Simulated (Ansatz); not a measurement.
HfS2 (layers cut from the bulk crystal), computed twice by G0W0.

The cell holds 3 atoms: 2 S and 1 Hf. Cell: a = 3.623 Å, b = 3.623 Å, c = 29.000 Å, α = 90.0°, β = 90.0°, γ = 120.0°. It derives from HfS2. Vacuum lies along c.

```xyz
3
Lattice="3.6231 0.0000 0.0000 -1.8115 3.1377 0.0000 0.0000 0.0000 29.0000" Properties=species:S:1:pos:R:3
S     0.0000    2.0918   13.0470
Hf    0.0000    0.0000   14.5000
S     1.8115    1.0459   15.9530
```

The structure was relaxed with PBE-D3(BJ). The runs that relaxed it are not among those shown. Spin-orbit coupling is left out unless a run names it.

The first (Ansatz 0.2.0; start PBE, 6×6×1 mesh, 264 empty bands, screening to 50 eV, PAW set soft_1 files; 4 threads of Arm Neoverse V2, shared host) gave, on its mesh: starting gap 1.22 eV, G0W0 gap 2.33 eV, mean of 1 + 4πα/V (set by the cell height) 2.49, 48 s.

**Question.** The second changes empty bands from 264 to 110 and screening cutoff (eV) from 50.0 to 28. What does it give?

It gave: starting gap 1.22 eV, G0W0 gap 2.32 eV, mean of 1 + 4πα/V (set by the cell height) 2.50, 17 s. The G0W0 gap moves by −0.01 eV, +0.00 eV from the start and −0.01 eV from the correction. Σc changes by +0.25 eV at the valence top and +0.24 eV at the conduction bottom, and Σx − Vxc between them by −0.0001 eV.

Limits: not at the basis limit; coarse mesh for a sheet; no spin-orbit coupling.

[Paths, hosts, dates, memory and timing lines, banners, echoed tables and standing remarks are left out of the program output.]

[Logs are printed without paths, hosts, clocks, repeated set-up lines and the standing remarks that a program may print on its own settings, such as how far it seeks lower states.]

[Runs of the session that timed out or met a known fault of the program may be left out.]

[Cells called generated may have been cut or substituted from an entry of the Crystallography Open Database or the Materials Project.]

[Hosts, paths, dates, database ids (printed as entryN), source tags and the programs' standing remarks are cut or masked in the printed files.]
